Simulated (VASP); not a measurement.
## Al: single point with PBEsol

Al, a slab with vacuum:

```
Al
1.0
     5.72757    0.00000    0.00000
     0.00000    5.72757    0.00000
     0.00000    0.00000   17.07500
Al
16
Direct
  0.25000 0.25000 0.05857
  0.75000 0.25000 0.05857
  0.25000 0.75000 0.05857
  0.75000 0.75000 0.05857
  0.00000 0.00000 0.17268
  0.50000 0.00000 0.17268
  0.00000 0.50000 0.17268
  0.50000 0.50000 0.17268
  0.25000 0.25000 0.29369
  0.75000 0.25000 0.29369
  0.25000 0.75000 0.29369
  0.75000 0.75000 0.29369
  0.00000 0.00000 0.40748
  0.50000 0.00000 0.40748
  0.00000 0.50000 0.40748
  0.50000 0.50000 0.40748
```

The cell was built by a generator and needn't be a form met in nature.

```yaml
Program: VASP 6.6.1
Task: single point
Functional: PBEsol
Potentials_or_basis: VASP PAW PBE potentials, release 64 (Al)
Cutoff: 520 eV
k_mesh: 3 × 3 × 1
Occupations: fermi-dirac, width 0.15 eV
Spin: no spin polarisation
Dipole_correction: no
Further_INCAR_settings: LREAL = Auto; ALGO = Fast; EDIFF = 1e-06; NBANDS = 38
```

```yaml
Largest_force: 0.080 eV/Å
Band_gap_on_the_k_mesh: none (metal or under the smearing width)
```

Forces in eV/Å, atoms in the order of the input:
```
Al   0.000  0.000 -0.059
Al   0.000  0.000 -0.059
Al   0.000  0.000 -0.059
Al   0.000  0.000 -0.059
Al   0.000  0.000  0.059
Al   0.000  0.000  0.059
Al   0.000  0.000  0.059
Al   0.000  0.000  0.059
Al   0.000  0.000 -0.080
Al   0.000  0.000 -0.080
Al   0.000  0.000 -0.080
Al   0.000  0.000 -0.080
Al   0.000  0.000  0.080
Al   0.000  0.000  0.080
Al   0.000  0.000  0.080
Al   0.000  0.000  0.080
```

Levels at points of the mesh, in eV from the Fermi level:
```
           k point  band 20  band 21  band 22  band 23  band 24  band 25  band 26  band 27  band 28  band 29
(0.00, 0.00, 0.00)    -1.43    -1.43    -1.30    -1.29     0.03     0.03     0.03     0.03     0.08     0.08
```

Run time: 4.1 min on 1 thread of Intel(R) Xeon(R) Platinum 8375C CPU @ 2.90GHz (Ice Lake), on a shared host, peak memory 0.57 GiB.

Caveat: the k mesh is coarse (spacing up to 0.37 Å⁻¹), so the values aren't converged; the PAW data sets were made with another functional, which shifts forces and pressure a little.
